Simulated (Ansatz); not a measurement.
A plane-wave DFT run in Ansatz 0.2.0 (scalar-relativistic PAW potentials unless the input names others): input and command.

```yaml
crystal:
  lattice:
    - [0.0, 3.2143926808, 3.2143926808]
    - [3.2143926808, 0.0, 3.2143926808]
    - [3.2143926808, 3.2143926808, 0.0]
  atoms:
    - { symbol: Ba, position: [0.0, 0.0, 0.0] }
    - { symbol: S, position: [0.5, 0.5, 0.5] }
basis:
  ecutwfc: 420
kpoints:
  mp_grid: { grid: [0, 8, 8] }
hamiltonian:
  xc: pbe
  dispersion: d3bj
scf:
  occupations: { method: gaussian, width: 0.02 }
  max_iter: 75
output:
  forces: true
  eigenvalues: true
  stress: true
relax:
  adjacent_minimum: "off"
  f_tol: 0.005
  max_steps: 50
  cell: { stress_tol: 0.05 }
```

```bash
ansatz run input.yaml --threads 1 --pin off --max-ram 2560MiB --backend cpu --events-out ev --progress --plain --runs-dir out
```

Question: What is wrong with this input?

Answer: The program refuses it, because of a mesh with a zero (kpoints.mp_grid.grid: [8, 8, 8] → [0, 8, 8]). With the sound run's settings it is accepted.

Abridged log:
```
Error: invalid value for `kpoints.mp_grid.grid`: each dimension must be in 1..=255
```